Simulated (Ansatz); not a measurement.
KCl, DFT, PBEsol, all-electron LAPW, scalar-relativistic (Ansatz 0.2.0), run on 1 thread of Arm Neoverse V2 on a shared host.

The cell is COD entry 1000050, as deposited and not checked against the literature; nothing was relaxed. The listed cell was then made from it by scaling, straining or moving an atom.

Command: `ansatz run input.yaml --threads 1 --pin off --max-ram 3072MiB --backend cpu --events-out ev --progress --plain --runs-dir out`

```yaml
crystal:
  lattice:
    - [3.634, 0.05451, 0.05451]
    - [0.05451, 3.634, 0.05451]
    - [0.05451, 0.05451, 3.634]
  atoms:
    - { symbol: K, position: [0.0, 0.0, 0.0] }
    - { symbol: Cl, position: [0.5, 0.5, 0.5] }
kpoints:
  mp_grid: { grid: [7, 7, 7] }
  band_path:
    path:
      - [0.0, 0.0, 0.0]
      - [0.5, 0.5, 0.5]
      - [0.5284899614, 0.4715100386, 0.5]
      - [0.5, -0.4715100386, 0.4715100386]
      - [0.5, 0.0, 0.0]
      - [0.0, 0.0, 0.0]
      - [0.4857550193, -0.4857550193, 0.0]
      - [0.5142449807, 0.0, 0.4857550193]
      - [0.5, 0.0, 0.5]
    npoints: 5
scf:
  occupations: { method: fermi_dirac, width: 0.02 }
hamiltonian:
  xc: pbesol
  pseudopotentials: { kind: all_electron, lapw: { basis_error: 0.0005 } }
output:
  forces: true
  stress: true
  eigenvalues: true
```

(1) How large is the problem that the program sets up?

(2) Estimate the wall time and the peak memory.

Answers

(1) 44 irreducible k-points, 215 plane waves at Γ, 16 bands.

(2) 6.3 s of wall time for 6 SCF iterations, with a peak of 0.26 GiB. Times on shared machines scatter by tens of per cent.
